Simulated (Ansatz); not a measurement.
## Si3N4 (I-43d): a band-gap study from PBE to G0W0 at the band limit

The study climbs from cheap functionals to G0W0 on Si3N4 (I-43d) and then asks what each convergence step is worth.

Program: Ansatz 0.2.0. Level of theory: density functionals, hybrids, G0W0, plane waves, PAW. Results are calculated unless marked as measured.

## Step 1: The structure

The structure is cubic, space group I-43d (No. 220). Conventional cell: a = 6.475 Å, b = 6.475 Å, c = 6.475 Å, α = 90.00°, β = 90.00°, γ = 90.00°. Nearest to Si lie 4 N at 1.75 Å. Nearest to N lie 3 Si at 1.75 Å. Farther neighbours and most contacts between anions are not listed.

Coordinates:

```cif
data_structure
_symmetry_space_group_name_H-M 'P 1'
_symmetry_Int_Tables_number 1
_cell_length_a 5.6073
_cell_length_b 5.6073
_cell_length_c 5.6073
_cell_angle_alpha 109.471
_cell_angle_beta 109.471
_cell_angle_gamma 109.471
_cell_volume 135.72
loop_
_atom_site_label
_atom_site_type_symbol
_atom_site_fract_x
_atom_site_fract_y
_atom_site_fract_z
_atom_site_occupancy
Si1 Si 0.25000 0.12500 0.87500 1
Si2 Si 0.87500 0.25000 0.12500 1
Si3 Si 0.75000 0.37500 0.62500 1
Si4 Si 0.62500 0.75000 0.37500 1
Si5 Si 0.12500 0.87500 0.25000 1
Si6 Si 0.37500 0.62500 0.75000 1
N7 N 0.56280 0.56280 0.56280 1
N8 N 0.43720 0.50000 0.00000 1
N9 N 0.50000 0.00000 0.93720 1
N10 N 0.00000 0.43720 0.50000 1
N11 N 0.93720 0.50000 0.00000 1
N12 N 0.06280 0.06280 0.06280 1
N13 N 0.00000 0.93720 0.50000 1
N14 N 0.50000 0.00000 0.43720 1
```

The cell and positions come from the Crystallography Open Database and are kept as given unless a step says otherwise. This is not the form that Si3N4 usually takes at ambient conditions. The default PAW set here is soft_2. Its files were made with PBE.

## Step 2: PBE bands

Levels along a band path, at the cheap level, show where the edges lie and whether the meshes to come will hold them.

This step: DFT, PBE, plane waves, PAW.

Contents of input.yaml:

```yaml
crystal:
  lattice:
    - [-3.23735, 3.23735, 3.23735]
    - [3.23735, -3.23735, 3.23735]
    - [3.23735, 3.23735, -3.23735]
  atoms:
    - { symbol: Si, position: [0.25, 0.125, 0.875] }
    - { symbol: Si, position: [0.875, 0.25, 0.125] }
    - { symbol: Si, position: [0.75, 0.375, 0.625] }
    - { symbol: Si, position: [0.625, 0.75, 0.375] }
    - { symbol: Si, position: [0.125, 0.875, 0.25] }
    - { symbol: Si, position: [0.375, 0.625, 0.75] }
    - { symbol: "N", position: [0.5628, 0.5628, 0.5628] }
    - { symbol: "N", position: [0.4372, 0.5, 0.0] }
    - { symbol: "N", position: [0.5, 0.0, 0.9372] }
    - { symbol: "N", position: [0.0, 0.4372, 0.5] }
    - { symbol: "N", position: [0.9372, 0.5, 0.0] }
    - { symbol: "N", position: [0.0628, 0.0628, 0.0628] }
    - { symbol: "N", position: [0.0, 0.9372, 0.5] }
    - { symbol: "N", position: [0.5, 0.0, 0.4372] }
kpoints:
  mp_grid: { grid: [6, 6, 6] }
  band_path:
    path:
      - [[0.0, 0.0, 0.0], [0.5, -0.5, 0.5], [-6.440960319921e-18, 6.440960319921e-18, 0.5], [0.0, 0.0, 0.0], [0.25, 0.25, 0.25], [0.5, -0.5, 0.5]]
      - [[0.25, 0.25, 0.25], [-6.440960319921e-18, 6.440960319921e-18, 0.5]]
    npoints: 10
hamiltonian:
  xc: pbe
scf:
  occupations: { method: fermi_dirac, width: 0.02 }
  n_extra_bands: 8
output:
  forces: true
  stress: true
  eigenvalues: true
  write_density: true
  write_potential: true
  elf: true
  volumetric_format: npy
```

Run with:

```console
$ ansatz run input.yaml --threads 3 --pin off --max-ram 64512MiB --backend cuda --events-out ev --progress --plain --runs-dir out --devices 1 --max-vram 24GiB  # rebuilt from the run's record
```

Numbers of over 12 decimals in the logs are rounded to 6 here.

Log:

```text
scf.n_extra_bands = 8 over 32 filled bands (N_el = 64.0): the run solves 40 bands
GPUs: using 1 of 1 available (devices: 1).
Engine: ansatz 0.2.0, x86_64-unknown-linux-gnu
Pseudopotentials: kind: paw
Pseudopotential: Si, paw, valence charge 4, recommended cutoff 420 eV (normal), Si.paw.azcp
Pseudopotential: N, paw, valence charge 5, recommended cutoff 420 eV (normal), N.paw.azcp
Functional definition: PBE
  parameter kappa = 0.804
  parameter beta = 0.066725
  exchange = pbe_x(kappa = kappa, mu = beta*pi^2/3)
  correlation = pbe_c(beta = beta)
device memory: the entry about to start is reckoned to put 3.1 GiB on a device that reports 67.2 GiB free (of which the cap on the GPU budget leaves the run 24.0 GiB)
GPU FFT provider: cuFFT
GPU libraries: cuBLAS 13.8.1, cuFFT 12.4.0, cuSOLVER 12.3.2
Crystal: 14 atoms, lattice volume = 135.715 Å³
Basis set: ecut = 420 eV, 2659 PW (Γ), exchange–correlation on 80×80×80 points (8 copies of the dense FFT grid, shifted against one another)
Bands: 40, of which v1, the nominal top of the filled ones, is band 32 counted from 1 (31 counted from 0)
Symmetry: 24 space group operations
Space group: I-43d (ITA 220), of the structure as read, at distance tolerance 5.1e-5 Å
k-points: 16 of 216 (time reversal used)
Non-local potential: Si, projectors of the file, l = 0: 2, l = 1: 2, l = 2: 2
Non-local potential: N, projectors of the file, l = 0: 2, l = 1: 2, l = 2: 1
PAW form: soft (Blöchl's): semilocal exchange-correlation on the pseudo side does not see the compensation charge
PAW one-centre angular grid: Si, 110 points (default); XC on 64 Gauss nodes
PAW one-centre angular grid: N, 110 points (default); XC on 64 Gauss nodes
Initial density: superposition of atomic densities (neutral atoms: chi_scale 0, normalization atom), corrected by the library's trained network
Initial wavefunctions: pseudopotential atomic-orbital guess
GPU buffer pool allocated for 64000 grid points (all kernels)
GPU transforms: local potential and band sums: pruned to the plane-wave sphere, on 40×40×40
Functional: x = pbe(κ = 0.804, μ = 0.219515), c = pbe(β = 0.066725)
SCF iter   1: F=—  HF=-6900.411386 eV  |F-HF|=—  |Δ(HF+E_count)|=         —  Δρ=2.40e-3  dr2=3.74e-3  ethr=1.77e-3  ⟨swp⟩=8.0  Hψ=3245  notcnv=0  defer=1
preconditioner: auto → Resta (q_TF=auto, 2.407 Å⁻¹)  ε∞=4.8  [insulator: Δε(μ)=4.054 eV  Ē_g=13.125 eV  σ=0.020 eV  W_gap=1.00  n_scr=42 (ndim 8)  ℏωp=25.5 eV  f_vac=0.000  D(μ)=0.00/eV (n_scr^D=0)  ε∞_Penn≈4.8]
SCF iter   2: F=—  HF=-6900.413287 eV  |F-HF|=—  |Δ(HF+E_count)|=   1.90e-3  Δρ=1.34e-3  dr2=9.48e-4  ethr=5.84e-6  ⟨swp⟩=2.4  Hψ=1268  notcnv=0  defer=33
SCF iter   3: F=—  HF=-6900.413745 eV  |F-HF|=—  |Δ(HF+E_count)|=   4.58e-4  Δρ=2.19e-4  dr2=3.43e-5  ethr=1.48e-6  ⟨swp⟩=2.9  Hψ=1163  notcnv=0  defer=33
SCF iter   4: F=—  HF=-6900.413675 eV  |F-HF|=—  |Δ(HF+E_count)|=   6.95e-5  Δρ=5.56e-5  dr2=1.62e-6  ethr=5.36e-8  ⟨swp⟩=2.0  Hψ=1081  notcnv=0  defer=33
SCF iter   5: F=—  HF=-6900.413676 eV  |F-HF|=—  |Δ(HF+E_count)|=   9.75e-7  Δρ=1.36e-5  dr2=1.59e-7  ethr=2.53e-9  ⟨swp⟩=2.2  Hψ=1106  notcnv=0  defer=33
SCF iter   6: F=-6900.413676 eV  HF=-6900.413676 eV  |F-HF|=5.09e-9  |Δ(HF+E_count)|=   2.64e-8  Δρ=2.48e-6  dr2=5.05e-9  ethr=1.56e-10  ⟨swp⟩=15.2  Hψ=4943  notcnv=0
SCF 1 converged in 6 iterations: F = -6900.413676 eV  dr2 = 5.05e-9
[...]
device memory: the entry about to start is reckoned to put 4.1 GiB on a device that reports 67.2 GiB free (of which the cap on the GPU budget leaves the run 24.0 GiB)
NSCF: frozen V_eff on 62 k-points, pencils in batches of 32, up to order 176
SCF converged after 6 iterations
Free energy (F): -6900.413676 eV
Harris-Foulkes:  -6900.413676 eV  (|F-HF|=5.09e-9)
Internal energy: -6900.413676 eV  (E = F + TS)
E sigma→0 (E₀):  -6900.413676 eV
Fermi energy:    11.389676 eV
--- Per-component energies (eV) ---
  E_band       = 139.055005
  E_kinetic    = 1349.068181
  E_local      = -1753.228709  (includes V_loc(G=0)·N_el)
  E_nonlocal   = 508.329642
  E_hartree    = 559.909926
  E_xc         = -826.438210
  E_vxc        = -911.597946  (∫ρ·V_xc dr)
  E_paw        = -4099.752769  (= ΣΔE_a)
  E_vpaw       = -173.336751  (= ΣTr[D̂ρ^β])
  E_aug_tail   = 0.000836  (compensation charges beyond the density's cutoff)
  E_ewald      = -2638.302572
  E_smearing   = -0.000000  (= −TS)
  E_closure    = 0.000000  (closes the sum)
  Σ components = -6900.413676   (vs F -6900.413676, Δ=0.00e0)
--- Forces (eV/Å), atoms counted from 1 ---
  atom   1  Si    -0.00000000     0.00000000    -0.00000000
  atom   2  Si     0.00000000     0.00000000     0.00000000
  atom   3  Si    -0.00000000    -0.00000000     0.00000000
  atom   4  Si     0.00000000     0.00000000     0.00000000
  atom   5  Si    -0.00000000    -0.00000000    -0.00000000
  atom   6  Si     0.00000000    -0.00000000    -0.00000000
  atom   7  N     -0.01202762    -0.01202762    -0.01202762
  atom   8  N     -0.01202762     0.01202762     0.01202762
  atom   9  N      0.01202762     0.01202762    -0.01202762
  atom  10  N      0.01202762    -0.01202762     0.01202762
  atom  11  N     -0.01202762     0.01202762     0.01202762
  atom  12  N     -0.01202762    -0.01202762    -0.01202762
  atom  13  N      0.01202762    -0.01202762     0.01202762
  atom  14  N      0.01202762     0.01202762    -0.01202762
  max |Σ_I F_I| component: 8.15e-17 eV/Å
--- Stress (GPa, compression-positive) ---
        1.940570       0.000000       0.000000
       -0.000000       1.940570       0.000000
        0.000000       0.000000       1.940570
  P = ⅓ Tr σ = 1.9406 GPa (19.406 kbar)
--- Band table (eV; the first three rows and the last of 16) ---
  k-point 0: bands = [... 28 lower, 9.1737, 9.1737, 9.1737, 9.2698, 13.9743, 13.9743, 14.0009, 14.0036, ... 4 higher]
  k-point 1: bands = [... 28 lower, 8.8100, 9.0077, 9.2070, 9.2242, 13.4802, 13.6531, 14.2164, 14.4589, ... 4 higher]
  k-point 2: bands = [... 28 lower, 8.0058, 8.5347, 9.2795, 9.2839, 13.8120, 13.8949, 14.7373, 15.1997, ... 4 higher]
  k-point 15: bands = [... 28 lower, 7.4286, 7.4286, 8.1362, 8.1362, 14.7481, 14.7481, 14.7481, 14.7481, ... 4 higher]
```

Run time: 5.7 s. Hardware: 1 × NVIDIA H100 80GB HBM3 (shared by 3 runs) with 3 threads of AMD EPYC 7R13 (Zen 3), shared host; peak memory 1 GiB.

This step gave:

```
pressure             : 1.941 GPa
filled bands         : 32
gap                  : 4.062 eV
valence top at       : k = (0.000, 0.333, 0.333)
conduction bottom at : k = (0.150, -0.150, 0.150)
least direct gap     : 4.243 eV
```

The gap is indirect, with the least direct gap 0.18 eV higher.

Electronic bands along the path, in eV, zero at the top of the highest nominally filled band:

| point | band 29 | band 30 | band 31 | band 32 | band 33 | band 34 | band 35 | band 36 |
| --- | --- | --- | --- | --- | --- | --- | --- | --- |
| Γ | -0.16 | -0.16 | -0.16 | -0.07 | 4.64 | 4.64 | 4.67 | 4.67 |
| halfway | -1.13 | -0.83 | -0.42 | -0.42 | 4.11 | 4.35 | 5.70 | 5.70 |
| H | -1.91 | -1.91 | -1.20 | -1.20 | 5.41 | 5.41 | 5.41 | 5.41 |
| halfway | -1.43 | -1.43 | -0.53 | -0.53 | 4.78 | 4.78 | 5.94 | 5.94 |
| N | -1.27 | -1.27 | -0.02 | -0.02 | 4.98 | 4.98 | 5.93 | 5.93 |
| halfway | -0.90 | -0.56 | -0.09 | -0.08 | 4.21 | 4.36 | 5.12 | 5.52 |
| Γ | -0.16 | -0.16 | -0.16 | -0.07 | 4.64 | 4.64 | 4.67 | 4.67 |
| halfway | -1.32 | -0.35 | -0.17 | -0.17 | 4.45 | 4.45 | 5.74 | 5.76 |
| P | -0.55 | -0.55 | -0.55 | -0.55 | 5.78 | 5.78 | 6.59 | 6.59 |
| halfway | -1.15 | -1.15 | -0.85 | -0.14 | 4.95 | 4.95 | 5.91 | 6.50 |
| H | -1.91 | -1.91 | -1.20 | -1.20 | 5.41 | 5.41 | 5.41 | 5.41 |
| jump to P | -0.55 | -0.55 | -0.55 | -0.55 | 5.78 | 5.78 | 6.59 | 6.59 |
| halfway | -1.05 | -1.05 | -0.16 | -0.16 | 5.25 | 5.25 | 6.34 | 6.34 |
| N | -1.27 | -1.27 | -0.02 | -0.02 | 4.98 | 4.98 | 5.93 | 5.93 |

Electrostatic potential energy in the ac plane of the conventional cell at fractional y = 0.000, with atoms of Si within 0.2 Å of it. With pseudopotentials it is smooth inside the atoms' cores, unlike the true potential.

Ten even steps from '_' (-51 eV) to '@' (13 eV), each cell a mean:
```
==++%%%%######--__..##@@@@@@@@@@@@##
@@@@@@%%%%%%%%**--==##%%%%@@@@@@@@@@
@@@@@@@@@@@@@@@@%%##++==++##@@@@@@@@
@@@@@@@@@@@@@@@@%%++..__..**%%@@@@@@
@@@@@@@@@@@@@@@@%%++______++%%@@@@@@
@@@@@@@@@@@@@@@@%%**::..::**@@@@@@@@
@@@@@@@@%%@@@@%%********##%%@@@@@@@@
##%%%%%%##%%%%==..--##%%@@@@@@@@@@@@
::--####**####--__::##@@@@@@@@@@@@**
__..**%%####%%**==**@@@@@@@@@@@@%%==
--==%%%%%%%%@@@@@@@@@@@@@@@@%%%%%%**
##%%@@@@@@@@@@@@@@@@@@@@@@%%**====**
##@@@@@@@@@@@@@@@@@@@@@@@@##--____--
##@@@@@@@@@@@@@@@@@@@@@@@@##::____::
%%@@@@@@@@@@@@@@@@@@@@@@@@%%==....==
**##@@@@%%@@@@@@@@@@@@@@@@@@##****##
..::##%%##%%%%%%##%%@@@@@@@@@@@@%%++
__..**##**##%%==..--%%@@@@@@@@@@@@==
```
Columns run along a (6.5 Å; values clipped at the 3rd and 97th percentile), rows up along c (6.5 Å), edges of the conventional cell, whose origin can differ from the input's. Atoms in or near the plane, at fractional coordinates: Si at (0.88, 0.25), Si at (0.62, 0.75).

Valence density in the ac plane of the conventional cell at fractional y = 0.000, with atoms of Si within 0.2 Å of it. It is the smooth field of the valence electrons, not physical close to the nuclei.

Ten even steps from '0' (0.1 e/Å³) to '9' (3.6 e/Å³), each cell a mean:
```
552101279830000003
110000146521000001
000000012210000000
000000000100000000
000000000000000000
000000001110000000
000000124321000000
321001258731000001
873101279830000014
984100135410000016
652100011100000014
210000000000000012
100000000000000001
000000000000000000
110000000000000001
431000000000000013
873100123210000025
984101258620000015
```
Columns run along a (6.5 Å), rows up along c (6.5 Å), edges of the conventional cell, whose origin can differ from the input's. Atoms in or near the plane, at fractional coordinates: Si at (0.88, 0.25), Si at (0.62, 0.75).

## Step 3: LDA

Another semilocal functional, at almost no cost, to see the spread among them.

This step: DFT, LDA, plane waves, PAW.

Edit input.yaml of step 2 so:

```diff
@@ -24,9 +24,14 @@
     path:
-      - [[0.0, 0.0, 0.0], [0.5, -0.5, 0.5], [-6.440960319921e-18, 6.440960319921e-18, 0.5], [0.0, 0.0, 0.0], [0.25, 0.25, 0.25], [0.5, -0.5, 0.5]]
-      - [[0.25, 0.25, 0.25], [-6.440960319921e-18, 6.440960319921e-18, 0.5]]
-    npoints: 10
+      - [0.0, 0.0, 0.0]
+      - [0.5, -0.5, 0.5]
+      - [0.0, 0.0, 0.5]
+      - [0.25, 0.25, 0.25]
+      - [0.0, 0.3333333333, 0.3333333333]
+      - [0.15, -0.15, 0.15]
+      - [0.0, 0.0, 0.2]
+    npoints: 1
 hamiltonian:
-  xc: pbe
+  xc: lda
 scf:
-  occupations: { method: fermi_dirac, width: 0.02 }
+  occupations: { method: fixed }
   n_extra_bands: 8
@@ -36,5 +41 @@
   eigenvalues: true
-  write_density: true
-  write_potential: true
-  elf: true
-  volumetric_format: npy
```

Log:

```text
[...]
GPUs: using 1 of 1 available (devices: 1).
[...]
GPU FFT provider: cuFFT
GPU libraries: cuBLAS 13.8.1, cuFFT 12.4.0, cuSOLVER 12.3.2
Crystal: 14 atoms, lattice volume = 135.715 Å³
Basis set: ecut = 420 eV, 2659 PW (Γ)
Bands: 40, of which v1, the nominal top of the filled ones, is band 32 counted from 1 (31 counted from 0)
Symmetry: 24 space group operations
[...]
k-point 0: bands = [... 28 lower, 8.8931, 8.8931, 8.8931, 8.9929, 13.5130, 13.5130, 13.6165, 13.6165, ... 4 higher]
  k-point 1: bands = [... 28 lower, 8.5280, 8.7224, 8.9267, 8.9453, 13.0543, 13.2103, 13.8247, 14.0987, ... 4 higher]
  k-point 2: bands = [... 28 lower, 7.7138, 8.2381, 9.0006, 9.0061, 13.3794, 13.4449, 14.3459, 14.8257, ... 4 higher]
  k-point 15: bands = [... 28 lower, 7.1239, 7.1239, 7.8368, 7.8368, 14.2965, 14.2965, 14.2965, 14.2965, ... 4 higher]
[key lines of the parts left out:]
SCF converged after 6 iterations
Free energy (F): -6659.505063 eV
Fermi energy:    9.058497 eV
P = ⅓ Tr σ = -7.6540 GPa (-76.540 kbar)
```

Run time: 3.3 s. Hardware: 1 × NVIDIA H100 80GB HBM3 (shared by 3 runs) with 3 threads; peak memory 0.99 GiB.

This step gave:

| Item | Value |
| --- | --- |
| pressure | -7.654 GPa |
| gap | 3.918 eV |
| valence top at | k = (0.000, 0.333, 0.333) |
| conduction bottom at | k = (0.150, -0.150, 0.150) |
| least direct gap | 4.095 eV |

The gap stands −0.14 eV against PBE.

## Step 4: r2SCAN

The meta-GGA depends on the orbitals through the kinetic-energy density, which usually opens the gap somewhat.

This step: DFT, r2SCAN, plane waves, PAW.

Edit input.yaml of step 3 so:

```diff
@@ -33,3 +33,3 @@
 hamiltonian:
-  xc: lda
+  xc: r2scan
 scf:
@@ -41 +41,5 @@
   eigenvalues: true
+  write_density: true
+  write_potential: true
+  elf: true
+  volumetric_format: npy
```

Log:

```text
[...]
GPUs: using 1 of 1 available (devices: 1).
[...]
GPU FFT provider: cuFFT
GPU libraries: cuBLAS 13.8.1, cuFFT 12.4.0, cuSOLVER 12.3.2
Crystal: 14 atoms, lattice volume = 135.715 Å³
Basis set: ecut = 500 eV, 3463 PW (Γ), exchange–correlation on 180×180×180 points (64 copies of the dense FFT grid, shifted against one another)
[...]
k-point 0: bands = [... 28 lower, 8.9371, 8.9371, 8.9371, 9.0181, 14.3513, 14.3513, 14.3912, 14.3912, ... 4 higher]
  k-point 1: bands = [... 28 lower, 8.5699, 8.7636, 8.9707, 8.9826, 13.8525, 14.0249, 14.6157, 14.8650, ... 4 higher]
  k-point 2: bands = [... 28 lower, 7.7488, 8.2901, 9.0425, 9.0432, 14.1922, 14.2707, 15.1611, 15.6357, ... 4 higher]
  k-point 15: bands = [... 28 lower, 7.1529, 7.1529, 7.8675, 7.8675, 15.1557, 15.1557, 15.1557, 15.1557, ... 4 higher]
[key lines of the parts left out:]
SCF converged after 7 iterations
Free energy (F): -6929.433059 eV
Fermi energy:    9.096044 eV
P = ⅓ Tr σ = -4.0535 GPa (-40.535 kbar)
```

Wall time 5.1 s (1 × NVIDIA H100 80GB HBM3 (shared by 3 runs) with 3 threads); peak memory 1.3 GiB.

This step gave:

```
pressure             : -4.053 GPa
gap                  : 4.674 eV
valence top at       : k = (0.000, 0.333, 0.333)
conduction bottom at : k = (0.150, -0.150, 0.150)
least direct gap     : 4.857 eV
```

The gap stands +0.61 eV against PBE.

## Step 5: HSE06

The screened hybrid is the usual rung above semilocal functionals: a quarter of exact exchange, cut off beyond a few ångström.

This step: DFT, HSE06, plane waves, PAW.

Edit input.yaml of step 4 so:

```diff
@@ -21,3 +21,3 @@
 kpoints:
-  mp_grid: { grid: [6, 6, 6] }
+  mp_grid: { grid: [4, 4, 4] }
   band_path:
@@ -33,3 +33,3 @@
 hamiltonian:
-  xc: r2scan
+  xc: hse06
 scf:
@@ -41,5 +41 @@
   eigenvalues: true
-  write_density: true
-  write_potential: true
-  elf: true
-  volumetric_format: npy
```

Log:

```text
[...]
--- Band table (eV; the first three rows and the last of 8) ---
  k-point 0: bands = [... 28 lower, 8.2378, 8.2378, 8.2378, 8.3046, 14.4424, 14.4424, 14.5379, 14.5379, ... 4 higher]
  k-point 1: bands = [... 28 lower, 7.4443, 7.8097, 8.3066, 8.3073, 14.0172, 14.1596, 15.0166, 15.4338, ... 4 higher]
  k-point 2: bands = [... 28 lower, 7.0572, 7.0572, 8.3795, 8.3795, 14.8047, 14.8047, 15.9062, 15.9062, ... 4 higher]
  k-point 7: bands = [... 28 lower, 6.3631, 6.3631, 7.0927, 7.0927, 15.2719, 15.2719, 15.2719, 15.2719, ... 4 higher]
[key lines of the parts left out:]
Free energy (F): -6903.641481 eV
Fermi energy:    8.379455 eV
P = ⅓ Tr σ = -5.1208 GPa (-51.208 kbar)
```

The job ended after 29 s (1 × NVIDIA H100 80GB HBM3 (shared by 3 runs) with 3 threads; peak memory 2.1 GiB; 68 s of CPU time).

Numbers from this step:

* gap: 5.475 eV
* valence top at: k = (0.000, 0.333, 0.333)
* conduction bottom at: k = (0.150, -0.150, 0.150)
* least direct gap: 5.660 eV

The gap stands +1.41 eV against PBE.

## Step 6: PBE0

PBE0 keeps its quarter of exact exchange at all distances, which suits crystals with ε∞ near 4 best.

This step: DFT, PBE0, plane waves, PAW.

Edit input.yaml of step 5 so:

```diff
@@ -33,3 +33,3 @@
 hamiltonian:
-  xc: hse06
+  xc: pbe0
 scf:
@@ -41 +41,5 @@
   eigenvalues: true
+  write_density: true
+  write_potential: true
+  elf: true
+  volumetric_format: npy
```

Log:

```text
[...]
GPUs: using 1 of 1 available (devices: 1).
[...]
GPU FFT provider: cuFFT
GPU libraries: cuBLAS 13.8.1, cuFFT 12.4.0, cuSOLVER 12.3.2
Crystal: 14 atoms, lattice volume = 135.715 Å³
Basis set: ecut = 420 eV, 2659 PW (Γ), exchange–correlation on 80×80×80 points (8 copies of the dense FFT grid, shifted against one another)
[...]
--- Band table (eV; the first three rows and the last of 8) ---
  k-point 0: bands = [... 28 lower, 7.8428, 7.8428, 7.8428, 7.9125, 14.8122, 14.8122, 14.9081, 14.9081, ... 4 higher]
  k-point 1: bands = [... 28 lower, 7.0432, 7.4129, 7.9116, 7.9126, 14.3831, 14.5262, 15.3881, 15.8102, ... 4 higher]
  k-point 2: bands = [... 28 lower, 6.6589, 6.6589, 7.9846, 7.9846, 15.1770, 15.1770, 16.2811, 16.2811, ... 4 higher]
  k-point 7: bands = [... 28 lower, 5.9586, 5.9586, 6.6934, 6.6934, 15.6422, 15.6422, 15.6422, 15.6422, ... 4 higher]
[key lines of the parts left out:]
Free energy (F): -6905.262860 eV
Fermi energy:    7.984649 eV
P = ⅓ Tr σ = -5.2515 GPa (-52.515 kbar)
```

The job ended after 33 s (1 × NVIDIA H100 80GB HBM3 (shared by 3 runs) with 3 threads; peak memory 2.1 GiB; 74 s of CPU time).

This step gave:

| Property | Result |
| --- | --- |
| gap | 6.233 eV |
| valence top at | k = (0.000, 0.333, 0.333) |
| conduction bottom at | k = (0.150, -0.150, 0.150) |
| least direct gap | 6.420 eV |

The gap stands +2.17 eV against PBE.

(Part 1 of 3 ends here.)

[Paths, hosts, dates, memory and timing lines, banners, echoed tables and standing remarks are left out of the program output.]

[Logs are printed without paths, hosts, clocks, repeated set-up lines and the standing remarks that a program may print on its own settings, such as how far it seeks lower states.]

[Runs of the session that timed out or met a known fault of the program may be left out.]

[Cells called generated may have been cut or substituted from an entry of the Crystallography Open Database or the Materials Project.]

[Hosts, paths, dates, database ids (printed as entryN), source tags and the programs' standing remarks are cut or masked in the printed files.]
